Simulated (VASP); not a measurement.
# C19O in VASP: further runs

The runs below take C19O through single point, with PBEsol.

All numbers are computed with VASP 6.6.1; they aren't measurements. Logs are shortened: lines on timing, memory, paths and dates and some standing lists are left out, and cuts for length are marked.

## Step 1: The slab as given

The cell holds a slab with vacuum, 20 atoms: a = 7.398 Å, b = 7.398 Å, c = 13.000 Å, α = 90.00°, β = 90.00°, γ = 120.00°.

The cell was built by a generator and needn't be a form met in nature.

## Step 2: Single point, PBEsol

INCAR

```
PREC     = Accurate       # precision mode
ENCUT    = 520            # plane-wave cutoff, eV
EDIFF    = 1E-7           # SCF threshold, eV
ISMEAR   = 0              # smearing method
SIGMA    = 0.02           # smearing width, eV
LREAL    = Auto         
LASPH    = True           # aspherical terms in the spheres
NELM     = 80             # most SCF steps
ALGO     = Fast           # electronic algorithm
ISIF     = 2              # what is computed and relaxed
LWAVE    = False          # write WAVECAR
LCHARG   = False          # write CHGCAR
GGA      = PS             # functional
NBANDS   = 57             # bands
```

KPOINTS

```
regular mesh
0
Gamma
  2 2 1
```

POSCAR

```
C19O
1.0
    7.3980000000      0.0000000000      0.0000000000
   -3.6990000000      6.4068560000      0.0000000000
    0.0000000000      0.0000000000     13.0000000000
C O
19 1
Direct
   -0.0054099740      0.0006931637      0.0657796154
    0.2194665482      0.1131339615      0.0657663846
   -0.0037010257      0.3363281460      0.0657788462
    0.2178194773      0.4471166513      0.0657803077
   -0.0031022334      0.6679961279      0.0657833846
    0.2172002965      0.7781145698      0.0657317692
    0.3296163493      0.0029869565      0.0657127692
    0.5511677849      0.1137448696      0.0657511538
    0.3302342542      0.3346728879      0.0658001538
    0.5505284696      0.4448155226      0.0658058462
    0.3279887792      0.6673792887      0.0657543077
    0.5528021815      0.7798060390      0.0657493846
    0.6635638617      0.0012883074      0.0657311538
    0.8838326724      0.1114512329      0.0657651538
    0.6612778712      0.3340356019      0.0657966154
    0.8861464556      0.4464648495      0.0657970000
    0.6629370084      0.6696836951      0.0657860769
    0.8844513479      0.7804225661      0.0657860769
    0.4063770383     -0.0639466534      0.3163180769
    0.3357280363      0.0107128988      0.3659801538
```

Potentials or basis: VASP PAW PBE potentials, release 64 (C, O).

On the command line:

```
$ cat potpaw_PBE.64/C/POTCAR potpaw_PBE.64/O/POTCAR > POTCAR
$ mpirun -np 1 vasp_std > vasp.out
```

OUTCAR:

```text
PREC = Accurate
   ENCUT = 520
   EDIFF = 1E-7
   ISMEAR = 0
   LREAL = Auto
   LASPH = True
   NELM = 80
   ISIF = 2
   GGA = PS

 ion  position               nearest neighbor table
   1  0.995  0.001  0.066-  18 1.41  14 1.42   2 1.44
   2  0.219  0.113  0.066-   7 1.41   9 1.42   1 1.44
   3  0.996  0.336  0.066-  16 1.41   4 1.42  14 1.44
   4  0.218  0.447  0.066-  11 1.41   3 1.42   9 1.44
   5  0.997  0.668  0.066-   6 1.41  16 1.42  18 1.44
   6  0.217  0.778  0.066-   5 1.41  11 1.42   7 1.44
[... 10 lines left out ...]
  17  0.663  0.670  0.066-  12 1.41  18 1.42  10 1.44
  18  0.884  0.780  0.066-   1 1.41  17 1.42   5 1.44
  19  0.406  0.936  0.316-  20 1.13
  20  0.336  0.011  0.366-  19 1.13

  LATTYP: Found a hexagonal cell.
 ALAT       =     7.3980000000
 C/A-ratio  =     1.7572316842

  Lattice vectors:

 A1 = (   7.3980000000,   0.0000000000,   0.0000000000)
 A2 = (  -3.6990000000,   6.4068560000,   0.0000000000)
 A3 = (   0.0000000000,   0.0000000000,  13.0000000000)

Analysis of symmetry for initial positions (statically):
=====================================================================
 Subroutine PRICEL returns:
 Original cell was already a primitive cell.

 Routine SETGRP: Setting up the symmetry group for a
 hexagonal supercell.

 Subroutine GETGRP returns: Found  1 space group operations
 (whereof  1 operations were pure point group operations)
 out of a pool of 24 trial point group operations.

The static configuration has the point symmetry C_1 .

Analysis of symmetry for dynamics (positions and initial velocities):
=====================================================================
 Subroutine PRICEL returns:
 Original cell was already a primitive cell.

 Routine SETGRP: Setting up the symmetry group for a
 hexagonal supercell.

 Subroutine GETGRP returns: Found  1 space group operations
 (whereof  1 operations were pure point group operations)
 out of a pool of 24 trial point group operations.

The dynamic configuration has the point symmetry C_1 .

 Subroutine INISYM returns: Found  1 space group operations
 (whereof  1 operations are pure point group operations),
 and found     1 'primitive' translations

----------------------------------------------------------------------------------------

                                     Primitive cell

  volume of cell :     616.1730

  direct lattice vectors                    reciprocal lattice vectors
     7.398000000  0.000000000  0.000000000     0.135171668  0.078041398  0.000000000
    -3.699000000  6.406856000  0.000000000     0.000000000  0.156082796  0.000000000
     0.000000000  0.000000000 13.000000000     0.000000000  0.000000000  0.076923077

  length of vectors
     7.398000000  7.398000054 13.000000000     0.156082797  0.156082796  0.076923077

  position of ions in fractional coordinates (direct lattice)
     0.994590026  0.000693164  0.065779615
     0.219466548  0.113133961  0.065766385
     0.996298974  0.336328146  0.065778846
     0.217819477  0.447116651  0.065780308
     0.996897767  0.667996128  0.065783385
     0.217200297  0.778114570  0.065731769
[... 12 lines left out ...]
     0.406377038  0.936053347  0.316318077
     0.335728036  0.010712899  0.365980154

  ion indices of the primitive-cell ions
   primitive index   ion index
                 1           1
                 2           2
                 3           3
                 4           4
                 5           5
                 6           6
[... 12 lines left out ...]
                19          19
                20          20

----------------------------------------------------------------------------------------

 KPOINTS: regular mesh

Automatic generation of k-mesh.
 Grid dimensions read from file:
 generate k-points for:    2    2    1

 Generating k-lattice:

  Cartesian coordinates                     Fractional coordinates (reciprocal lattice)
     0.067585834  0.039020699  0.000000000     0.500000000 -0.000000000  0.000000000
     0.000000000  0.078041398  0.000000000     0.000000000  0.500000000  0.000000000
     0.000000000  0.000000000  0.076923077     0.000000000  0.000000000  1.000000000

  Length of vectors
     0.078041399  0.078041398  0.076923077

  Shift w.r.t. Gamma in fractional coordinates (k-lattice)
     0.000000000  0.000000000  0.000000000

 Subroutine IBZKPT returns following result:
 ===========================================

 Found      4 irreducible k-points:

 Following reciprocal coordinates:
            Coordinates               Weight
  0.000000  0.000000  0.000000      1.000000
  0.500000  0.000000  0.000000      1.000000
  0.000000  0.500000  0.000000      1.000000
  0.500000  0.500000  0.000000      1.000000
   k-points           NKPTS =      4   k-points in BZ     NKDIM =      4   number of bands    NBANDS=     57
   number of dos      NEDOS =    301   number of ions     NIONS =     20
   total plane-waves  NPLWV = 307328
   dimension x,y,z NGX =    56 NGY =   56 NGZ =   98
   dimension x,y,z NGXF=   112 NGYF=  112 NGZF=  196
   ions per type =              19   1
   NGX,Y,Z   is equivalent  to a cutoff of  12.58, 12.58, 12.53 a.u.
   NGXF,Y,Z  is equivalent  to a cutoff of  25.17, 25.17, 25.06 a.u.
 SYSTEM =  unknown system
   PREC   = accura    normal or accurate (medium, high low for compatibility)
   ISTART =      0    job   : 0-new  1-cont  2-samecut
   ICHARG =      2    charge: 1-file 2-atom 10-const
   ISPIN  =      1    spin polarized calculation?
   LNONCOLLINEAR =      F non collinear calculations
   LSORBIT =      F    spin-orbit coupling
   LASPH  =      T    aspherical Exc in radial PAW
   ENCUT  =  520.0 eV  38.22 Ry    6.18 a.u.  13.76 13.76 24.17*2*pi/ulx,y,z
   NELM   =     80;   NELMIN=  2; NELMDL= -5     # of ELM steps
   EDIFF  = 0.1E-06   stopping-criterion for ELM
   LREAL  =      T    real-space projection
   EDIFFG = 0.1E-05   stopping-criterion for IOM
   NSW    =      0    number of steps for IOM
   IBRION =     -1    ionic relax: 0-MD 1-quasi-New 2-CG
   NFREE  =      0    steps in history (QN), initial steepest desc. (CG)
   ISIF   =      2    stress and relaxation
   ISYM   =      2    0-nonsym 1-usesym 2-fastsym
   POTIM  = 0.5000    time-step for ionic-motion
   TEBEG  =    0.0;   TEEND  =   0.0 temperature during run
   PSTRESS=    0.0 pullay stress
   NELECT =      82.0000    total number of electrons
   NUPDOWN=      -1.0000    fix difference up-down
   EMIN   =  10.00;   EMAX   =-10.00  energy-range for DOS
   EFERMI =   0.00;   METHOD = LEGACY
   ISMEAR =     0;   SIGMA  =   0.02  broadening in eV -4-tet -1-fermi 0-gaus
   EFERMI_NEDOS =   21; number of points for ismear=-14 and -15
   IALGO  =     68    algorithm
   IMIX   =      4    mixing-type and parameters
     AMIX     =   0.40;   BMIX     =  1.00
     AMIX_MAG =   1.60;   BMIX_MAG =  1.00
  volume/ion in A,a.u.               =      30.81       207.91
  Fermi-wavevector in a.u.,A,eV,Ry     =   0.835818  1.579468  9.504925  0.698592
  Thomas-Fermi vector in A             =   1.949440
   LORBIT       =      0    0 simple, 1 ext, 2 COOP (PROOUT), +10 PAW based schemes
   GGA     = PS    functional components
   LHFCALC =     F    Hartree Fock is set to
   AEXX    =    0.0000 exact exchange contribution
   IVDW    =     0    specifies the selected vdW correction
   LEPSILON=     F    determine dielectric tensor
   LRPA    =     F    only Hartree local field effects (RPA)
 non-spin polarized calculation
 RMM-DIIS sequential band-by-band and
 Gauss-broadening in eV      SIGMA  =   0.02
  energy-cutoff  :      520.00
  volume of cell :      616.17
 maximum number of plane-waves:     16651
 NGX is ok and might be reduce to    56
   NGX = 27   NGY = 27   NGZ = 49

 number of electron      82.0000001 magnetization

 Free energy of the ion-electron system (eV)
  ---------------------------------------------------
  ext. energy  EPLUGINS =         0.00000000
  ---------------------------------------------------
  free energy    TOTEN  =      -188.27881643 eV

  energy without entropy =     -188.27881643  energy(sigma->0) =     -188.27881643

 E-fermi :  -1.7552     XC(G=0):  -3.8892

 val. band max:       -1.8557015732   @ k =   0.0000   0.0000   0.0000
 cond. band min:      -1.6472399956   @ k =   0.0000   0.0000   0.0000
 fundamental gap:      0.2084615776
 Fermi energy:        -1.7552391500

 k-point     1 :       0.0000    0.0000    0.0000
  band No.  band energies     occupation
      1     -26.7418      2.00000
      2     -21.2337      2.00000
      3     -18.7332      2.00000
      4     -18.7270      2.00000
      5     -18.6265      2.00000
      6     -18.6215      2.00000
[... 45 lines left out ...]
     52       3.2585      0.00000
     53       3.2646      0.00000

 k-point     2 :       0.5000    0.0000    0.0000
  band No.  band energies     occupation
      1     -26.7418      2.00000
      2     -20.5809      2.00000
      3     -20.5777      2.00000
      4     -19.3299      2.00000
      5     -19.2406      2.00000
      6     -16.8321      2.00000
[... 45 lines left out ...]
     52       3.8721      0.00000
     53       4.5809      0.00000

 k-point     3 :       0.0000    0.5000    0.0000
  band No.  band energies     occupation
      1     -26.7418      2.00000
      2     -20.5813      2.00000
      3     -20.5773      2.00000
      4     -19.3308      2.00000
      5     -19.2397      2.00000
      6     -16.8331      2.00000
[... 45 lines left out ...]
     52       3.8783      0.00000
     53       4.5835      0.00000

 k-point     4 :       0.5000    0.5000    0.0000
  band No.  band energies     occupation
      1     -26.7418      2.00000
      2     -20.5832      2.00000
      3     -20.5754      2.00000
      4     -19.3302      2.00000
      5     -19.2403      2.00000
      6     -16.8329      2.00000
[... 45 lines left out ...]
     52       3.8776      0.00000
     53       4.5827      0.00000
 [bands above 53 left out]

------------------------ aborting loop because EDIFF is reached ----------------------------------------

  FORCE on cell =-STRESS in cart. coord.  units (eV):
  Direction    XX          YY          ZZ          XY          YZ          ZX
  --------------------------------------------------------------------------------------
  -------------------------------------------------------------------------------------
  Total       -1.3242737     -1.7245140      0.2842847     -0.3440199      0.2865122     -0.4802567
  in kB       -3.4433860     -4.4840936      0.7391991     -0.8945230      0.7449909     -1.2487670
  external PRESSURE =      -2.3960935 kB  Pullay stress =       0.0000000 kB

 VOLUME and BASIS-vectors are now :
 -----------------------------------------------------------------------------
  energy-cutoff  :      520.00
  volume of cell :      616.17
      direct lattice vectors                 reciprocal lattice vectors
     7.398000000  0.000000000  0.000000000     0.135171668  0.078041398  0.000000000
    -3.699000000  6.406856000  0.000000000     0.000000000  0.156082796  0.000000000
     0.000000000  0.000000000 13.000000000     0.000000000  0.000000000  0.076923077

 POSITION                                       TOTAL-FORCE (eV/Angst)
 -----------------------------------------------------------------------------------
      7.35541      0.00444      0.85514         0.007927      0.008420      0.003223
      1.20513      0.72483      0.85496        -0.012548     -0.000240      0.001509
      6.12654      2.15481      0.85513         0.011596     -0.009342     -0.001770
     -0.04246      2.86461      0.85514         0.003290     -0.017332     -0.003187
      4.90413      4.27976      0.85518        -0.011138     -0.001962      0.003277
     -1.27140      4.98527      0.85451         0.007594      0.007945      0.001816
[... 12 lines left out ...]
     -0.45608      5.99716      4.11213         0.741840     -0.448024     -0.607182
      2.44409      0.06864      4.75774        -0.750475      0.451200      0.605702
 -----------------------------------------------------------------------------------
    total drift:                                0.003982     -0.015206      0.016142

  FREE ENERGIE OF THE ION-ELECTRON SYSTEM (eV)
  ---------------------------------------------------
  free  energy   TOTEN  =      -188.2788164293 eV

  energy  without entropy=     -188.2788164293  energy(sigma->0) =     -188.27881643
```

It took 8.4 min on 1 thread of AMD EPYC 7R43 (Zen 3), shared host; peak memory 0.63 GiB.

What came out:

```yaml
Free_energy: -188.2788 eV
Largest_force: 1.065 eV/Å
Band_gap_on_the_k_mesh: 0.21 eV, direct
```

Forces on the atoms (eV/Å):
```
C    0.008  0.008  0.003
C   -0.013  0.000  0.002
C    0.012 -0.009 -0.002
C    0.003 -0.017 -0.003
C   -0.011 -0.002  0.003
C    0.008  0.008  0.002
C    0.016 -0.019  0.000
C    0.013 -0.017 -0.001
C   -0.016 -0.004 -0.001
C    0.015  0.018  0.000
C   -0.001  0.022  0.000
C   -0.017  0.010  0.001
C   -0.021 -0.006 -0.003
C    0.010  0.013 -0.001
C    0.003  0.020  0.001
C   -0.017  0.008  0.001
C    0.010 -0.015  0.000
C    0.006 -0.021  0.000
C    0.742 -0.448 -0.607
O   -0.750  0.451  0.606
```

Caveat: the k mesh is coarse (spacing up to 0.49 Å⁻¹), so the values aren't converged; the standard files for N, O and F lose accuracy on very short bonds; the PAW data sets were made with another functional, which shifts forces and pressure a little.

## Step 3: Single point, PBEsol

INCAR

```
PREC = Accurate
ENCUT = 520
EDIFF = 1E-7
ISMEAR = 0
SIGMA = 0.02
LREAL = Auto
LASPH = True
NELM = 80
ALGO = Fast
ISIF = 2
LWAVE = False
LCHARG = False
GGA = PS
NBANDS = 57
```

KPOINTS

```
Automatic mesh
0
Gamma
  2 2 1
```

POSCAR

```
C19O
1.0
    7.3980000000      0.0000000000      0.0000000000
   -3.6990000000      6.4068560000      0.0000000000
    0.0000000000      0.0000000000     13.0000000000
C O
19 1
Direct
   -0.0048331674      0.0008419106      0.0657674615
    0.2188913983      0.1127133184      0.0657660769
   -0.0041229005      0.3357550099      0.0657833077
    0.2182346228      0.4469537008      0.0657844615
   -0.0032590896      0.6684180197      0.0657840769
    0.2173462666      0.7786914518      0.0657453846
    0.3291931018      0.0024135083      0.0657294615
    0.5515757805      0.1135922206      0.0657549231
    0.3300837480      0.3350866634      0.0657948462
    0.5506846082      0.4453908438      0.0657994615
    0.3285493932      0.6675334985      0.0657616154
    0.5522349174      0.7793830547      0.0657449231
    0.6634103027      0.0017130087      0.0657265385
    0.8839997696      0.1120246811      0.0657616923
    0.6618503874      0.3341949624      0.0657975385
    0.8855751715      0.4460524788      0.0657992308
    0.6625332507      0.6691075935      0.0657781538
    0.8848723506      0.7802683563      0.0657769231
    0.4897103716     -0.0639466534      0.3163180769
    0.4190613697      0.0107128988      0.3659801538
```

Potentials or basis: VASP PAW PBE potentials, release 64 (C, O).

On the command line:

```
$ cat potpaw_PBE.64/C/POTCAR potpaw_PBE.64/O/POTCAR > POTCAR
$ mpirun -np 1 vasp_std > vasp.out
```

Wall time 7.9 min (1 thread of AMD EPYC 7R43 (Zen 3), shared host); peak memory 0.63 GiB.

The run converged. Its results:

```
Free energy            : -188.2677 eV
Largest force          : 1.051 eV/Å
Band gap on the k mesh : 0.13 eV, direct
```

Forces on the atoms (eV/Å):
```
C   -0.101 -0.226  0.004
C    0.245 -0.025  0.003
C   -0.134  0.203 -0.002
C   -0.112  0.214  0.000
C    0.244  0.018  0.001
C   -0.140 -0.203  0.007
C   -0.135  0.195  0.002
C   -0.101  0.216 -0.001
C    0.244  0.021 -0.003
C   -0.136 -0.193  0.001
C   -0.101 -0.212  0.001
C    0.251 -0.012 -0.016
C    0.251  0.013 -0.016
C   -0.147 -0.203 -0.002
C   -0.110 -0.212  0.004
C    0.244 -0.013 -0.001
C   -0.151  0.205  0.002
C   -0.099  0.214  0.002
C    0.727 -0.447 -0.585
O   -0.738  0.447  0.600
```

Levels at points of the mesh, in eV from the valence-band top:
```csv
k point,band 37,band 38,band 39,band 40,band 41,band 42,band 43,band 44,band 45,band 46
"(0.00, 0.00, 0.00)",-4.27,-2.94,-2.94,0.00,0.00,0.13,0.13,2.34,2.36,3.48
"(0.50, 0.00, 0.00)",-2.62,-2.61,-2.58,-2.58,-2.30,1.70,2.29,2.33,2.56,2.59
"(0.00, 0.50, 0.00)",-2.62,-2.61,-2.59,-2.57,-2.30,1.71,2.28,2.31,2.57,2.60
"(0.50, 0.50, 0.00)",-2.62,-2.61,-2.58,-2.58,-2.30,1.69,2.32,2.36,2.56,2.60
```

Caveat: the k mesh is coarse (spacing up to 0.49 Å⁻¹), so the values aren't converged; the standard files for N, O and F lose accuracy on very short bonds; the PAW data sets were made with another functional, which shifts forces and pressure a little.

[end of part 1 of 2]
